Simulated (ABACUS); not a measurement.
Crystal: LiF (Griceite).

```
F Li
1.0
     0.00000    2.01400    2.01400
     2.01400    0.00000    2.01400
     2.01400    2.01400    0.00000
F Li
1 1
Direct
  0.50000 0.50000 0.50000
  0.00000 0.00000 0.00000
```

- Program: ABACUS 3.10.1
- Task: relaxation of cell and atoms
- Functional: SCAN
- Potentials or basis: SG15 ONCV 1.2 PBE
- Cutoff: 1320 eV
- Density cutoff: 5279 eV
- Basis: plane waves
- k mesh: 7 × 7 × 7
- Occupations: fermi-dirac, width 0.05 eV
- Spin: no spin polarisation

At the start: pressure -3.9 GPa; volume 8.17 Å³/atom.

How do energy, volume and symmetry change on relaxing?

Over 3 steps the energy falls by 5.1 meV/atom and the volume is 7.76 Å³/atom (-5.0 %); space group Fm-3m (No. 225, to 0.05 Å).

The path:
```tsv
step	energy change (eV)	largest force (eV/Å)	pressure (GPa)	volume (Å³)
1	0.0000	0.0000	-3.91	16.34
2	-0.0085	0.0000	-1.71	15.86
3	-0.0103	0.0000	0.00	15.53
```

Final structure:
```xyz
2
Lattice="0.0000 1.9801 1.9801 1.9801 0.0000 1.9801 1.9801 1.9801 0.0000" Properties=species:S:1:pos:R:3 pbc="T T T"
F     1.9801    1.9801    1.9801
Li    0.0000    0.0000    0.0000
```

Caveat: the potentials were made for another functional, which shifts forces and pressure.
